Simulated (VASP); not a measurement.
# Ta in VASP: relaxation of the atoms with PBE

Aim: the relaxation of the atoms of Ta with PBE.

Program: VASP 6.6.1. These are calculated values, not measurements. Logs are shortened: lines on timing, memory, paths and dates and some standing lists are left out, and cuts for length are marked.

## 1. The slab as given

The cell holds a slab with vacuum, 13 atoms: a = 4.695 Å, b = 4.695 Å, c = 25.501 Å, α = 90.00°, β = 90.00°, γ = 120.00°.

The cell was built by a generator and needn't be a form met in nature.

## 2. Relaxation of the atoms, PBE

INCAR reads:

```
  PREC = Accurate
  ENCUT = 520
  EDIFF = 1E-5
  ISMEAR = 1
  SIGMA = 0.1
  LREAL = F
  LASPH = T
  NELM = 100
  ALGO = Normal
  ISIF = 2
  LWAVE = F
  LCHARG = F
  GGA = PE
  IBRION = 2
  NSW = 40
  EDIFFG = -0.04
  NCORE = 4
```

KPOINTS reads:

```
Automatic mesh
0
Gamma
  8 8 1
```

POSCAR reads:

```
Ta
1.0
    4.6951890271      0.0000000000      0.0000000000
   -2.3475945135      4.0661529730      0.0000000000
    0.0000000000      0.0000000000     25.5008173623
Ta
13
Direct
    0.0000000000      0.0000000000      0.2745010052
    0.6666666667      0.3333333333      0.3120841710
    0.3333333333      0.6666666667      0.3496673368
    0.0000000000      0.0000000000      0.3872505026
    0.6666666667      0.3333333333      0.4248336684
    0.3333333333      0.6666666667      0.4624168342
    0.0000000000      0.0000000000      0.5000000000
    0.6666666667      0.3333333333      0.5375831658
    0.3333333333      0.6666666667      0.5751663316
    0.0000000000      0.0000000000      0.6127494974
    0.6666666667      0.3333333333      0.6503326632
    0.3333333333      0.6666666667      0.6879158290
    0.0000000000      0.0000000000      0.7254989948
```

Potentials or basis: VASP PAW PBE potentials, release 64 (Ta_pv).

Run with:

```
> cat potpaw_PBE.64/Ta_pv/POTCAR > POTCAR
> mpirun -np 8 vasp_std > vasp.out
```

OUTCAR:

```text
PREC = Accurate
   ENCUT = 520
   EDIFF = 1E-5
   ISMEAR = 1
   LREAL = F
   LASPH = T
   NELM = 100
   ISIF = 2
   GGA = PE
   IBRION = 2
   NSW = 40
   EDIFFG = -0.04

 ion  position               nearest neighbor table
   1  0.000  0.000  0.275-   2 2.88   2 2.88   2 2.88   4 2.88   3 3.32   3 3.32   3 3.32
   2  0.667  0.333  0.312-   3 2.88   1 2.88   3 2.88   1 2.88   1 2.88   5 2.88   3 2.88   4 3.32
                             4 3.32   4 3.32
   3  0.333  0.667  0.350-   2 2.88   4 2.88   2 2.88   4 2.88   4 2.88   6 2.88   2 2.88   5 3.32
                             1 3.32   5 3.32   1 3.32   1 3.32   5 3.32
   4  0.000  0.000  0.387-   3 2.88   5 2.88   3 2.88   5 2.88   3 2.88   5 2.88   1 2.88   7 2.88
                             2 3.32   6 3.32   2 3.32   6 3.32   2 3.32   6 3.32
   5  0.667  0.333  0.425-   6 2.88   4 2.88   6 2.88   4 2.88   4 2.88   2 2.88   8 2.88   6 2.88
                             3 3.32   7 3.32   3 3.32   7 3.32   7 3.32   3 3.32
   6  0.333  0.667  0.462-   5 2.88   7 2.88   5 2.88   7 2.88   7 2.88   3 2.88   9 2.88   5 2.88
                             8 3.32   4 3.32   8 3.32   4 3.32   4 3.32   8 3.32
   7  0.000  0.000  0.500-   6 2.88   8 2.88   6 2.88   8 2.88   8 2.88   6 2.88   4 2.88  10 2.88
                             9 3.32   5 3.32   9 3.32   5 3.32   5 3.32   9 3.32
   8  0.667  0.333  0.538-   9 2.88   7 2.88   9 2.88   7 2.88   7 2.88  11 2.88   5 2.88   9 2.88
                             6 3.32  10 3.32   6 3.32  10 3.32  10 3.32   6 3.32
   9  0.333  0.667  0.575-   8 2.88  10 2.88   8 2.88  10 2.88  10 2.88  12 2.88   6 2.88   8 2.88
                            11 3.32   7 3.32  11 3.32   7 3.32   7 3.32  11 3.32
  10  0.000  0.000  0.613-  11 2.88   9 2.88  11 2.88   9 2.88  11 2.88   9 2.88  13 2.88   7 2.88
                            12 3.32   8 3.32  12 3.32   8 3.32  12 3.32   8 3.32
  11  0.667  0.333  0.650-  12 2.88  10 2.88  12 2.88  10 2.88  10 2.88   8 2.88  12 2.88   9 3.32
                            13 3.32   9 3.32  13 3.32  13 3.32   9 3.32
  12  0.333  0.667  0.688-  11 2.88  13 2.88  11 2.88  13 2.88  13 2.88   9 2.88  11 2.88  10 3.32
                            10 3.32  10 3.32
  13  0.000  0.000  0.725-  12 2.88  12 2.88  12 2.88  10 2.88  11 3.32  11 3.32  11 3.32

  LATTYP: Found a hexagonal cell.
 ALAT       =     4.6951890271
 C/A-ratio  =     5.4312653261

  Lattice vectors:

 A1 = (   4.6951890271,   0.0000000000,   0.0000000000)
 A2 = (  -2.3475945135,   4.0661529730,   0.0000000000)
 A3 = (   0.0000000000,   0.0000000000,  25.5008173623)

Analysis of symmetry for initial positions (statically):
=====================================================================
 Subroutine PRICEL returns:
 Original cell was already a primitive cell.

 Routine SETGRP: Setting up the symmetry group for a
 hexagonal supercell.

 Subroutine GETGRP returns: Found 12 space group operations
 (whereof 12 operations were pure point group operations)
 out of a pool of 24 trial point group operations.

The static configuration has the point symmetry D_3d.

[... 154 lines left out ...]
  volume of cell :      486.85
 maximum number of plane-waves:     13140
 NGX is ok and might be reduce to    36
   NGX = 17   NGY = 17   NGZ = 95

--------------------------------------- Ionic step        1  -------------------------------------------

 number of electron     142.9999979 magnetization

 Free energy of the ion-electron system (eV)
  ---------------------------------------------------
  ext. energy  EPLUGINS =         0.00000000
  ---------------------------------------------------
  free energy    TOTEN  =      -146.17468324 eV

  energy without entropy =     -146.16679145  energy(sigma->0) =     -146.17205264

------------------------ aborting loop because EDIFF is reached ----------------------------------------

  FORCE on cell =-STRESS in cart. coord.  units (eV):
  Direction    XX          YY          ZZ          XY          YZ          ZX
  --------------------------------------------------------------------------------------
  -------------------------------------------------------------------------------------
  Total      -10.0841994    -10.0841994    -11.3305999     -0.0000000     -0.0000000      0.0000000
  in kB      -33.1864739    -33.1864739    -37.2883006     -0.0000000     -0.0000000      0.0000000
  external PRESSURE =     -34.5537495 kB  Pullay stress =       0.0000000 kB
[... 122 lines left out ...]
  FREE ENERGIE OF THE ION-ELECTRON SYSTEM (eV)
  ---------------------------------------------------
  free  energy   TOTEN  =      -146.9490498416 eV

  energy  without entropy=     -146.9449768661  energy(sigma->0) =     -146.94769218

[... ionic steps 4 to 10 ...]

--------------------------------------- Ionic step       11  -------------------------------------------

 number of electron     142.9999976 magnetization

------------------------ aborting loop because EDIFF is reached ----------------------------------------
[... 89 lines left out ...]
--------------------------------------- Ionic step       13  -------------------------------------------

 number of electron     142.9999977 magnetization

 Free energy of the ion-electron system (eV)
  ---------------------------------------------------
  ext. energy  EPLUGINS =         0.00000000
  ---------------------------------------------------
  free energy    TOTEN  =      -147.07286296 eV

  energy without entropy =     -147.06855231  energy(sigma->0) =     -147.07142608

 E-fermi :   0.7961     XC(G=0):  -6.9203

 val. band max:        0.7875005940   @ k =   0.1250   0.1250   0.0000
 cond. band min:       0.8051731419   @ k =   0.3750   0.1250   0.0000
 fundamental gap:      0.0176725479
 Fermi energy:         0.7960791995

 k-point     1 :       0.0000    0.0000    0.0000
  band No.  band energies     occupation
      1     -33.6735      2.00000
      2     -33.6517      2.00000
      3     -33.4409      2.00000
      4     -33.4409      2.00000
      5     -33.4408      2.00000
      6     -33.4408      2.00000
[... 849 lines left out ...]
     82       2.5003     -0.00000
     83       2.7464     -0.00000
 [bands above 83 left out]

------------------------ aborting loop because EDIFF is reached ----------------------------------------

  FORCE on cell =-STRESS in cart. coord.  units (eV):
  Direction    XX          YY          ZZ          XY          YZ          ZX
  --------------------------------------------------------------------------------------
  -------------------------------------------------------------------------------------
  Total       -2.3409730     -2.3409730     -0.0994478     -0.0000000     -0.0000000      0.0000000
  in kB       -7.7039968     -7.7039968     -0.3272765     -0.0000000     -0.0000000      0.0000000
  external PRESSURE =      -5.2450900 kB  Pullay stress =       0.0000000 kB
[... 28 lines left out ...]
  FREE ENERGIE OF THE ION-ELECTRON SYSTEM (eV)
  ---------------------------------------------------
  free  energy   TOTEN  =      -147.0728629640 eV

  energy  without entropy=     -147.0685523113  energy(sigma->0) =     -147.07142608

 reached required accuracy - stopping structural energy minimisation
```

OSZICAR:

```text
N       E                     dE             d eps       ncg     rms          rms(c)
DAV:   1     0.138244550679E+04    0.13824E+04   -0.80440E+04  2120   0.153E+03
DAV:   2    -0.875773828538E+02   -0.14700E+04   -0.14340E+04  1948   0.432E+02
[... 152 lines left out ...]
       N       E                     dE             d eps       ncg     rms          rms(c)
DAV:   1    -0.147068548641E+03    0.37861E-02   -0.78751E-01  1720   0.377E+00    0.139E-01
DAV:   2    -0.147073146718E+03   -0.45981E-02   -0.48864E-02  1892   0.100E+00    0.128E-01
DAV:   3    -0.147073402257E+03   -0.25554E-03   -0.68534E-03  2298   0.394E-01    0.128E-01
DAV:   4    -0.147072852976E+03    0.54928E-03   -0.16892E-03  2290   0.203E-01    0.438E-02
DAV:   5    -0.147072865470E+03   -0.12495E-04   -0.16921E-04  2258   0.510E-02    0.155E-02
DAV:   6    -0.147072862964E+03    0.25064E-05   -0.24249E-05  1378   0.303E-02
  13 F= -.14707286E+03 E0= -.14707143E+03  d E =-.531133E-03
```

CONTCAR:

```text
Ta
   1.00000000000000
     4.6951890270999996    0.0000000000000000    0.0000000000000000
    -2.3475945134999998    4.0661529730000003    0.0000000000000000
     0.0000000000000000    0.0000000000000000   25.5008173623000012
  Ta
    13
Direct
     0.0000000000000000    0.0000000000000000    0.2869370029934501
     0.6666666667000030    0.3333333332999970    0.3157661288512698
     0.3333333332999970    0.6666666667000030    0.3461699417562942
     0.0000000000000000    1.0000000000000000    0.3895934598015440
     0.6666666667000030    0.3333333332999970    0.4252017912519866
     0.3333333332999970    0.6666666667000030    0.4612484542161971
     0.0000000000000000    0.0000000000000000    0.5000000000000000
     0.6666666667000030    0.3333333332999970    0.5387515457838029
     0.3333333332999970    0.6666666667000030    0.5747982087480132
     0.0000000000000000    0.0000000000000000    0.6104065401984562
     0.6666666667000030    0.3333333332999970    0.6538300582437055
     0.3333333332999970    0.6666666667000030    0.6842338711487299
     0.0000000000000000    0.0000000000000000    0.7130629970065497

  0.00000000E+00  0.00000000E+00  0.00000000E+00
  0.00000000E+00  0.00000000E+00  0.00000000E+00
  0.00000000E+00  0.00000000E+00  0.00000000E+00
  0.00000000E+00  0.00000000E+00  0.00000000E+00
  0.00000000E+00  0.00000000E+00  0.00000000E+00
  0.00000000E+00  0.00000000E+00  0.00000000E+00
  0.00000000E+00  0.00000000E+00  0.00000000E+00
  0.00000000E+00  0.00000000E+00  0.00000000E+00
  0.00000000E+00  0.00000000E+00  0.00000000E+00
  0.00000000E+00  0.00000000E+00  0.00000000E+00
  0.00000000E+00  0.00000000E+00  0.00000000E+00
  0.00000000E+00  0.00000000E+00  0.00000000E+00
  0.00000000E+00  0.00000000E+00  0.00000000E+00
```

It took 5.6 min on 8 MPI ranks of Intel Xeon 6975P-C (Granite Rapids), shared host; peak memory 0.22 GiB.

What came out:

```yaml
Free_energy: -147.0729 eV
Energy_gained_by_relaxing: 69.1 meV/atom
Ionic_steps: 13
Largest_force_after_relaxing: 0.017 eV/Å
Band_gap_on_the_k_mesh: none (metal or under the smearing width)
```

Forces on the atoms (eV/Å):
```
Ta   0.000  0.000 -0.001
Ta   0.000  0.000  0.001
Ta   0.000  0.000 -0.003
Ta   0.000  0.000 -0.001
Ta   0.000  0.000 -0.005
Ta   0.000  0.000  0.017
Ta   0.000  0.000  0.000
Ta   0.000  0.000 -0.017
Ta   0.000  0.000  0.005
Ta   0.000  0.000  0.001
Ta   0.000  0.000  0.003
Ta   0.000  0.000 -0.001
Ta   0.000  0.000  0.001
```

The path:
| step | energy change (eV) | largest force (eV/Å) | pressure (GPa) |
| --- | --- | --- | --- |
| 1 | 0.0000 | 2.1586 | -3.46 |
| 2 | -0.5517 | 1.3535 | -2.76 |
| 3 | -0.7744 | 0.9232 | -1.69 |
| 4 | -0.7753 | 0.8384 | -1.78 |
| 5 | -0.8443 | 0.3369 | -1.68 |
| 6 | -0.8523 | 0.2654 | -1.61 |
| 7 | -0.8685 | 0.1594 | -1.51 |
| 8 | -0.8751 | 0.1982 | -1.39 |
| 9 | -0.8854 | 0.1601 | -1.17 |
| 10 | -0.8956 | 0.0913 | -0.64 |
| 11 | -0.8970 | 0.1107 | -0.55 |
| 12 | -0.8976 | 0.0491 | -0.58 |
| 13 | -0.8982 | 0.0167 | -0.52 |

Final structure:
```
Ta
1.0
     4.69519    0.00000    0.00000
    -2.34759    4.06615    0.00000
     0.00000    0.00000   25.50082
Ta
13
Direct
  0.00000 0.00000 0.28694
  0.66667 0.33333 0.31577
  0.33333 0.66667 0.34617
  0.00000 0.00000 0.38959
  0.66667 0.33333 0.42520
  0.33333 0.66667 0.46125
  0.00000 0.00000 0.50000
  0.66667 0.33333 0.53875
  0.33333 0.66667 0.57480
  0.00000 0.00000 0.61041
  0.66667 0.33333 0.65383
  0.33333 0.66667 0.68423
  0.00000 0.00000 0.71306
```

Spin-orbit coupling is left out, which matters for the levels of Ta.
